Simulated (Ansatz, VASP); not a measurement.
Given: the input of a run of VASP 6.6.1 on Al2Au. 

The input INCAR:

```
PREC = Accurate
ENCUT = 600
EDIFF = 1E-6
ISMEAR = -1
SIGMA = 0.05
LREAL = False
LASPH = True
NELM = 100
ALGO = Normal
ISIF = 3
LWAVE = False
LCHARG = False
IBRION = 2
NSW = 40
EDIFFG = -0.01
```

The input KPOINTS:

```
Automatic mesh
0
Gamma
  8 8 8
```

Contents of POSCAR:

```
Al2Au
1.0
    0.0000000000      3.0000000000      3.0000000000
    3.0000000000      0.0000000000      3.0000000000
    3.0000000000      3.0000000000      0.0000000000
Au Al
1 2
Direct
    0.0000000000      0.0000000000      0.0000000000
    0.7500000000      0.7500000000      0.7500000000
    0.2500000000      0.2500000000      0.2500000000
```

Potentials or basis: VASP PAW LDA potentials, release 64 (Au, Al).

Run with:

```bash
$ cat potpaw_LDA.64/Au/POTCAR potpaw_LDA.64/Al/POTCAR > POTCAR
$ mpirun -np 1 vasp_std > vasp.out
```

Set up the same calculation for Ansatz 0.2.0. Potentials or basis there: Ansatz PAW, cutoff 420 eV.

As run (cutoffs and basis follow the program's own potentials, and thresholds, step limits or extra output files can differ):

input.yaml

```yaml
crystal:
  lattice:
    - [0.0, 3.0, 3.0]
    - [3.0, 0.0, 3.0]
    - [3.0, 3.0, 0.0]
  atoms:
    - { symbol: Au, position: [0.0, 0.0, 0.0] }
    - { symbol: Al, position: [0.75, 0.75, 0.75] }
    - { symbol: Al, position: [0.25, 0.25, 0.25] }
hamiltonian:
  xc: lda
  pseudopotentials: { kind: paw }
kpoints:
  mp_grid: { grid: [8, 8, 8] }
scf:
  occupations: { method: fermi_dirac, width: 0.05 }
output:
  forces: true
  stress: true
  eigenvalues: true
relax:
  f_tol: 0.01
  max_steps: 40
  cell: { stress_tol: 0.05 }
```

Potentials or basis: Ansatz PAW.

The run is started by

```sh
$ ansatz run input.yaml --threads 2 --pin off --max-ram 5632MiB --backend cpu --events-out ev --progress --plain --runs-dir out
```

Both were run:

|  | VASP | Ansatz |
| --- | --- | --- |
| Relaxed volume | 17.63 Å³/atom | 17.60 Å³/atom |
| Relaxed cell | a = 4.213 Å, b = 4.213 Å, c = 4.213 Å, α = 60.00°, β = 60.00°, γ = 60.00° | a = 4.211 Å, b = 4.211 Å, c = 4.211 Å, α = 60.00°, β = 60.00°, γ = 60.00° |
| Space group after relaxing | Fm-3m (No. 225) | Fm-3m (No. 225) |
| Pressure after relaxing | 0.0 GPa | 0.0 GPa |

Ansatz's pressure holds a Pulay term of +0.05 GPa for its cutoff of 420 eV, which the other run lacks.

The potentials hold 17 and 25 valence electrons a cell.

Ansatz's potentials were made for PBE.

Where Ansatz's input types no cutoff or centring, it takes its own default and a Γ-centred mesh.

The two programs' LDA may be different fits to the electron gas.

Pressure is positive in compression.
